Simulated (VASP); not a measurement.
A run of VASP 6.6.1:

Contents of INCAR:

```
SYSTEM = Cu
  PREC = Accurate
  ENCUT = 520
  EDIFF = 1E-7
  ISMEAR = 0
  SIGMA = 0.15
  LREAL = .False.
  LASPH = .True.
  NELM = 100
  ALGO = Fast
  ISIF = 2
  LWAVE = .False.
  LCHARG = .False.
  GGA = PE
  NBANDS = 12
```

Contents of KPOINTS:

```
Automatic mesh
0
Gamma
  26 26 26
  0 0 0
```

The input POSCAR:

```
Cu
1.0
   -1.4427933200      1.4427933200      1.3760814500
    1.4427933200     -1.4427933200      1.3760814500
    1.4427933200      1.4427933200     -1.3760814500
Cu
1
Direct
    0.0000000000      0.0000000000      0.0000000000
```

Potentials or basis: VASP PAW PBE potentials, release 64 (Cu).

Launch:

```sh
$ cat potpaw_PBE.64/Cu/POTCAR > POTCAR
$ mpirun -np 1 vasp_std > vasp.out
```

Hardware: 1 thread of Intel(R) Xeon(R) Platinum 8259CL CPU @ 2.50GHz (Skylake/Cascade Lake), on a shared host.

Problem. How long does it take, and how much memory?

Solution. Wall time 2.6 min on 1 thread of Intel(R) Xeon(R) Platinum 8259CL CPU @ 2.50GHz (Skylake/Cascade Lake), on a shared host, peak memory 0.28 GiB. Counts: scf iterations 16, k points 1330.
